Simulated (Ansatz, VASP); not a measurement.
# One calculation of Si, two programs

INCAR

```
PREC = Accurate ; ENCUT = 520
EDIFF = 1E-6 ; ISMEAR = -1
SIGMA = 0.02 ; LREAL = False
LASPH = True ; NELM = 60
ALGO = Normal ; ISIF = 2
LWAVE = False ; LCHARG = True
LDIPOL = True ; IDIPOL = 3
DIPOL = 0.5 0.5 0.500 ; GGA = PE
LELF = True ; LVHAR = True
LVACPOTAV = True ; NBANDS = 16
```

KPOINTS

```
regular mesh
0
Gamma
  8 6 1
```

POSCAR

```
Si
1.0
    3.8685410222      0.0000000000      0.0000000000
    0.0000000000      5.4709431802      0.0000000000
    0.0000000000      0.0000000000     12.7262000000
Si
4
Direct
    0.0000000000      0.3665610050      0.4321782332
    0.5000000000      0.1334389950      0.4321782332
    0.5000000000      0.8665609134      0.5678217668
    0.0000000000      0.6334390866      0.5678217668
```

Input for Ansatz:

```yaml
crystal:
  lattice:
    - [3.8685410222, 0.0, 0.0]
    - [0.0, 5.4709431802, 0.0]
    - [0.0, 0.0, 12.7262]
  atoms:
    - { symbol: Si, position: [0.0, 0.366561005, 0.4321782332] }
    - { symbol: Si, position: [0.5, 0.133438995, 0.4321782332] }
    - { symbol: Si, position: [0.5, 0.8665609134, 0.5678217668] }
    - { symbol: Si, position: [0.0, 0.6334390866, 0.5678217668] }
kpoints:
  mp_grid: { grid: [8, 6, 1] }
scf:
  occupations: { method: fermi_dirac, width: 0.02 }
hamiltonian:
  xc: pbe
  pseudopotentials: { kind: all_electron, lapw: { basis_error: 0.001 } }
output:
  forces: true
  stress: true
  eigenvalues: true
efield:
  axis: 3
  amplitude: 0
  dipole_correction: true
```

Alike in both runs: task single point; functional PBE; k mesh 8 × 6 × 1; occupations fermi-dirac, width 0.02 eV; no spin polarisation.

```csv
,VASP,Ansatz
version,VASP 6.6.1,Ansatz 0.2.0
potentials or method,"VASP PAW PBE potentials, release 64 (Si)","all-electron LAPW, scalar-relativistic"
plane-wave cutoff (eV),520,see its input
```

VASP gave:

* rms of the force components (eV/Å): 0.004

Q: Which values does Ansatz return?

A: rms of the force components (eV/Å): 0.003.

Atom by atom the forces differ by 0.003 eV/Å (rms over components). Ansatz ran all-electron here, so the differences hold the error of VASP's frozen core and of both bases. Ansatz warned: «vacuum_density_over_bound».
